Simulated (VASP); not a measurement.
# CoSi (Pm-3m) in VASP: a series of runs

Runs on CoSi. Level: PBEsol. Tasks: single point.

All numbers are computed with VASP 6.6.1; they aren't measurements. Logs are shortened: lines on timing, memory, paths and dates and some standing lists are left out, and cuts for length are marked.

## (1) Starting point

The structure is cubic, space group Pm-3m (No. 221). The conventional cell has a = 2.781 Å, b = 2.781 Å, c = 2.781 Å, α = 90.00°, β = 90.00°, γ = 90.00°. Around Co (site symmetry m-3m) lie 8 Si at 2.41 Å. Si (site symmetry m-3m) has 8 Co at 2.41 Å as nearest neighbours.

Measurements of this composition are mostly on another form, of space group No. 198.

## (2) Single point, PBEsol, collinear spin, ferromagnetic start

INCAR reads:

```
ADDGRID = False
ALGO = Normal
EDIFF = 1E-7
ENCUT = 450
GGA = PS
ISIF = 2
ISMEAR = 1
ISPIN = 2
LASPH = True
LCHARG = False
LMAXMIX = 4
LORBIT = 11
LREAL = False
LWAVE = False
MAGMOM = 2 0
NELM = 100
PREC = Accurate
SIGMA = 0.4
```

KPOINTS reads:

```
k-points
0
Gamma
  12 12 12
```

POSCAR reads:

```
CoSi
1.0
    2.7813340000      0.0000000000      0.0000000000
    0.0000000000      2.7813340000      0.0000000000
    0.0000000000      0.0000000000      2.7813340000
Co Si
1 1
Direct
    0.0000000000      0.0000000000      0.0000000000
    0.5000000000      0.5000000000      0.5000000000
```

Potentials or basis: VASP PAW PBE potentials, release 64 (Co, Si).

Run with:

```sh
> cat potpaw_PBE.64/Co/POTCAR potpaw_PBE.64/Si/POTCAR > POTCAR
> mpirun -np 1 vasp_std > vasp.out
```

OUTCAR:

```text
EDIFF = 1E-7
   ENCUT = 450
   GGA = PS
   ISIF = 2
   ISMEAR = 1
   ISPIN = 2
   LASPH = True
   LORBIT = 11
   LREAL = False
   NELM = 100
   PREC = Accurate

 Found     84 irreducible k-points:

 Following reciprocal coordinates:
            Coordinates               Weight
  0.000000  0.000000  0.000000      1.000000
  0.083333  0.000000  0.000000      6.000000
  0.166667  0.000000  0.000000      6.000000
  0.250000  0.000000  0.000000      6.000000
  0.333333  0.000000  0.000000      6.000000
  0.416667  0.000000  0.000000      6.000000
   k-points           NKPTS =     84   k-points in BZ     NKDIM =     84   number of bands    NBANDS=     11
   number of dos      NEDOS =    301   number of ions     NIONS =      2
   total plane-waves  NPLWV =   8000
   dimension x,y,z NGX =    20 NGY =   20 NGZ =   20
   dimension x,y,z NGXF=    40 NGYF=   40 NGZF=   40
   ions per type =               1   1
   NGX,Y,Z   is equivalent  to a cutoff of  11.95, 11.95, 11.95 a.u.
   NGXF,Y,Z  is equivalent  to a cutoff of  23.91, 23.91, 23.91 a.u.
 SYSTEM =  unknown system
   PREC   = accura    normal or accurate (medium, high low for compatibility)
   ISTART =      0    job   : 0-new  1-cont  2-samecut
   ICHARG =      2    charge: 1-file 2-atom 10-const
   ISPIN  =      2    spin polarized calculation?
   LNONCOLLINEAR =      F non collinear calculations
   LSORBIT =      F    spin-orbit coupling
   LASPH  =      T    aspherical Exc in radial PAW
   ENCUT  =  450.0 eV  33.07 Ry    5.75 a.u.   4.81  4.81  4.81*2*pi/ulx,y,z
   NELM   =    100;   NELMIN=  2; NELMDL= -5     # of ELM steps
   EDIFF  = 0.1E-06   stopping-criterion for ELM
   LREAL  =      F    real-space projection
   EDIFFG = 0.1E-05   stopping-criterion for IOM
   NSW    =      0    number of steps for IOM
   IBRION =     -1    ionic relax: 0-MD 1-quasi-New 2-CG
   NFREE  =      0    steps in history (QN), initial steepest desc. (CG)
   ISIF   =      2    stress and relaxation
   ISYM   =      2    0-nonsym 1-usesym 2-fastsym
   POTIM  = 0.5000    time-step for ionic-motion
   TEBEG  =    0.0;   TEEND  =   0.0 temperature during run
   PSTRESS=    0.0 pullay stress
   NELECT =      13.0000    total number of electrons
   NUPDOWN=      -1.0000    fix difference up-down
   EMIN   =  10.00;   EMAX   =-10.00  energy-range for DOS
   EFERMI =   0.00;   METHOD = LEGACY
   ISMEAR =     1;   SIGMA  =   0.40  broadening in eV -4-tet -1-fermi 0-gaus
   EFERMI_NEDOS =   21; number of points for ismear=-14 and -15
   IALGO  =     38    algorithm
   IMIX   =      4    mixing-type and parameters
     AMIX     =   0.40;   BMIX     =  1.00
     AMIX_MAG =   1.60;   BMIX_MAG =  1.00
  volume/ion in A,a.u.               =      10.76        72.60
  Fermi-wavevector in a.u.,A,eV,Ry     =   1.384000  2.615381 26.061367  1.915456
  Thomas-Fermi vector in A             =   2.508545
   LORBIT       =     11    0 simple, 1 ext, 2 COOP (PROOUT), +10 PAW based schemes
   GGA     = PS    functional components
   LHFCALC =     F    Hartree Fock is set to
   AEXX    =    0.0000 exact exchange contribution
   IVDW    =     0    specifies the selected vdW correction
   LEPSILON=     F    determine dielectric tensor
   LRPA    =     F    only Hartree local field effects (RPA)
 spin polarized calculation
 Methfessel and Paxton  Order N= 1 SIGMA  =   0.40
  energy-cutoff  :      450.00
[... 29 lines left out ...]
      3       8.6136      1.00000
      4      11.1691      1.00000
      5      11.1691      1.00000
      6      11.1691      1.00000
      7      15.7120     -0.00000
      8      15.7120     -0.00000
      9      15.7120     -0.00000
     10      20.1942     -0.00000
     11      20.1942     -0.00000
[... 57 lines left out ...]
 k-point     6 :       0.4167    0.0000    0.0000
  band No.  band energies     occupation
      1       1.5955      1.00000
      2       4.7845      1.00000
      3       9.2943      1.00000
      4       9.9811      1.00000
      5       9.9811      1.00000
      6      11.3084      1.00000
      7      12.0203      1.01756
      8      19.4711     -0.00000
      9      19.8433     -0.00000
     10      19.8433     -0.00000
     11      23.2463      0.00000

 [... further k-points ...]

 spin component 2

 k-point     1 :       0.0000    0.0000    0.0000
  band No.  band energies     occupation
      1      -1.5072      1.00000
      2       9.1391      1.00000
      3       9.1391      1.00000
      4      11.5324      1.00013
      5      11.5324      1.00013
      6      11.5324      1.00013
      7      15.7297     -0.00000
      8      15.7297     -0.00000
      9      15.7297     -0.00000
     10      20.4345     -0.00000
     11      20.4345     -0.00000
[... 57 lines left out ...]
 k-point     6 :       0.4167    0.0000    0.0000
  band No.  band energies     occupation
      1       1.6116      1.00000
      2       4.8527      1.00000
      3       9.9104      1.00000
      4      10.2777      1.00000
      5      10.2777      1.00000
      6      11.6789      1.00082
      7      12.7412      0.43323
      8      19.4867     -0.00000
      9      19.9202     -0.00000
     10      19.9202     -0.00000
     11      23.2965      0.00000

 [... further k-points ...]

------------------------ aborting loop because EDIFF is reached ----------------------------------------

  FORCE on cell =-STRESS in cart. coord.  units (eV):
  Direction    XX          YY          ZZ          XY          YZ          ZX
  --------------------------------------------------------------------------------------
  -------------------------------------------------------------------------------------
  Total       -0.8847743     -0.8847743     -0.8847743     -0.0000000     -0.0000000      0.0000000
  in kB      -65.8845606    -65.8845606    -65.8845606     -0.0000000     -0.0000000      0.0000000
  external PRESSURE =     -65.8845606 kB  Pullay stress =       0.0000000 kB

 VOLUME and BASIS-vectors are now :
 -----------------------------------------------------------------------------
  energy-cutoff  :      450.00
  volume of cell :       21.52
      direct lattice vectors                 reciprocal lattice vectors
     2.781334000  0.000000000  0.000000000     0.359539703  0.000000000  0.000000000
     0.000000000  2.781334000  0.000000000     0.000000000  0.359539703  0.000000000
     0.000000000  0.000000000  2.781334000     0.000000000  0.000000000  0.359539703

 POSITION                                       TOTAL-FORCE (eV/Angst)
 -----------------------------------------------------------------------------------
      0.00000      0.00000      0.00000         0.000000      0.000000      0.000000
      1.39067      1.39067      1.39067         0.000000      0.000000      0.000000
 -----------------------------------------------------------------------------------
    total drift:                               -0.000000      0.000000      0.000000

  FREE ENERGIE OF THE ION-ELECTRON SYSTEM (eV)
  ---------------------------------------------------
  free  energy   TOTEN  =       -14.5434248900 eV

  energy  without entropy=      -14.5251708570  energy(sigma->0) =      -14.53734021

 total charge

# of ion       s       p       d       tot
------------------------------------------
    1        0.442   0.592   7.584   8.617
    2        0.709   0.862   0.000   1.570
--------------------------------------------------
tot          1.150   1.454   7.584  10.188

 magnetization (x)

# of ion       s       p       d       tot
------------------------------------------
    1        0.006   0.002   0.507   0.515
    2        0.002   0.009   0.000   0.010
--------------------------------------------------
tot          0.008   0.010   0.507   0.526
```

OSZICAR:

```text
N       E                     dE             d eps       ncg     rms          rms(c)
DAV:   1     0.401809322421E+02    0.40181E+02   -0.51665E+03  3766   0.110E+03
DAV:   2    -0.143157172103E+02   -0.54497E+02   -0.50802E+02  3747   0.201E+02
DAV:   3    -0.160729300378E+02   -0.17572E+01   -0.16995E+01  4418   0.430E+01
DAV:   4    -0.161047837844E+02   -0.31854E-01   -0.31796E-01  4406   0.527E+00
DAV:   5    -0.161056283433E+02   -0.84456E-03   -0.84448E-03  4490   0.889E-01    0.158E+01
DAV:   6    -0.190693270749E+02   -0.29637E+01   -0.54238E+01  4203   0.126E+02    0.180E+01
DAV:   7    -0.145565931089E+02    0.45127E+01   -0.25418E+01  4377   0.848E+01    0.267E+00
DAV:   8    -0.145606586465E+02   -0.40655E-02   -0.51256E-01  4269   0.614E+00    0.150E+00
DAV:   9    -0.145445805318E+02    0.16078E-01   -0.40565E-02  4686   0.315E+00    0.598E-01
DAV:  10    -0.145436659978E+02    0.91453E-03   -0.91606E-04  5133   0.323E-01    0.200E-01
DAV:  11    -0.145434302428E+02    0.23575E-03   -0.24519E-04  4250   0.191E-01    0.974E-02
DAV:  12    -0.145434354237E+02   -0.51809E-05   -0.10829E-04  4955   0.142E-01    0.362E-02
DAV:  13    -0.145434261208E+02    0.93029E-05   -0.27284E-06  4113   0.173E-02    0.113E-02
DAV:  14    -0.145434256735E+02    0.44730E-06   -0.45412E-07  3036   0.966E-03    0.634E-03
DAV:  15    -0.145434249028E+02    0.77074E-06   -0.15608E-06  5092   0.138E-02    0.116E-03
DAV:  16    -0.145434248900E+02    0.12809E-07   -0.42914E-08  2109   0.238E-03
   1 F= -.14543425E+02 E0= -.14537340E+02  d E =-.182540E-01  mag=     0.5138
```

It took 13 s on 1 thread of Intel Xeon 6975P-C (Granite Rapids), shared host; peak memory 0.15 GiB.

These settings aren't checked as converged: the numbers below hold their error.

What came out:

```yaml
Free_energy: -14.5434 eV
Pressure: -6.6 GPa
Band_gap_on_the_k_mesh: none (metal or under the smearing width)
Net_moment: 0.51 μB per cell
Site_moments: Co +0.52; Si +0.01 μB
Valence_electrons_inside_the_program's_atomic_spheres: Co 8.62; Si 1.57
```

Caveat: the PAW data sets were made with another functional, which shifts forces and pressure a little.

## (3) Single point, PBEsol, collinear spin, ferromagnetic start

Changes to INCAR since step 2:

```diff
@@ -17,2 +17,2 @@
 PREC = Accurate
-SIGMA = 0.4
+SIGMA = 0.2
```

KPOINTS is that of step 2.

POSCAR is that of step 2.

Potentials or basis: VASP PAW PBE potentials, release 64 (Co, Si).

Run with:

```sh
> cat potpaw_PBE.64/Co/POTCAR potpaw_PBE.64/Si/POTCAR > POTCAR
> mpirun -np 1 vasp_std > vasp.out
```

OUTCAR:

```text
EDIFF = 1E-7
   ENCUT = 450
   GGA = PS
   ISIF = 2
   ISMEAR = 1
   ISPIN = 2
   LASPH = True
   LORBIT = 11
   LREAL = False
   NELM = 100
   PREC = Accurate

 Found     84 irreducible k-points:

 Following reciprocal coordinates:
            Coordinates               Weight
  0.000000  0.000000  0.000000      1.000000
  0.083333  0.000000  0.000000      6.000000
  0.166667  0.000000  0.000000      6.000000
  0.250000  0.000000  0.000000      6.000000
  0.333333  0.000000  0.000000      6.000000
  0.416667  0.000000  0.000000      6.000000
[... 260 lines left out ...]

 VOLUME and BASIS-vectors are now :
 -----------------------------------------------------------------------------
  energy-cutoff  :      450.00
  volume of cell :       21.52
      direct lattice vectors                 reciprocal lattice vectors
     2.781334000  0.000000000  0.000000000     0.359539703  0.000000000  0.000000000
     0.000000000  2.781334000  0.000000000     0.000000000  0.359539703  0.000000000
     0.000000000  0.000000000  2.781334000     0.000000000  0.000000000  0.359539703

 POSITION                                       TOTAL-FORCE (eV/Angst)
 -----------------------------------------------------------------------------------
      0.00000      0.00000      0.00000         0.000000      0.000000      0.000000
      1.39067      1.39067      1.39067         0.000000      0.000000      0.000000
 -----------------------------------------------------------------------------------
    total drift:                                0.000000      0.000000      0.000000

  FREE ENERGIE OF THE ION-ELECTRON SYSTEM (eV)
  ---------------------------------------------------
  free  energy   TOTEN  =       -14.5346633276 eV

  energy  without entropy=      -14.5275242362  energy(sigma->0) =      -14.53228363

 total charge

# of ion       s       p       d       tot
------------------------------------------
    1        0.441   0.593   7.585   8.618
    2        0.707   0.862   0.000   1.569
--------------------------------------------------
tot          1.148   1.454   7.585  10.187

 magnetization (x)

# of ion       s       p       d       tot
------------------------------------------
    1        0.007   0.002   0.504   0.513
    2        0.002   0.010   0.000   0.012
--------------------------------------------------
tot          0.009   0.012   0.504   0.526
```

Wall time 13 s (1 thread of Intel Xeon 6975P-C (Granite Rapids), shared host); peak memory 0.15 GiB.

The run converged, but some of its settings lie outside the range that counts as converged, so its numbers aren't taken as properties of the crystal.

What came out:

```yaml
Free_energy: -14.5347 eV
Pressure: -6.8 GPa
Band_gap_on_the_k_mesh: none (metal or under the smearing width)
Net_moment: 0.52 μB per cell
Site_moments: Co +0.51; Si +0.01 μB
Valence_electrons_inside_the_program's_atomic_spheres: Co 8.62; Si 1.57
```

Caveat: the PAW data sets were made with another functional, which shifts forces and pressure a little.

## (4) For comparison

An earlier run on the cell as given: functional PBE; potentials or basis VASP PAW PBE potentials, release 64 (Co, Si); cutoff 520 eV; k mesh 10 × 10 × 10; occupations fermi-dirac, width 0.05 eV; collinear spin, ferromagnetic start; starting moments [2.0, 0.0] μB.

- Pressure: 0.6 GPa
- Band gap on the k mesh: none (metal or under the smearing width)
- Net moment: 0.54 μB per cell
- Site moments: Co +0.54; Si +0.01 μB
- Valence electrons inside the program's atomic spheres: Co 8.61; Si 1.57
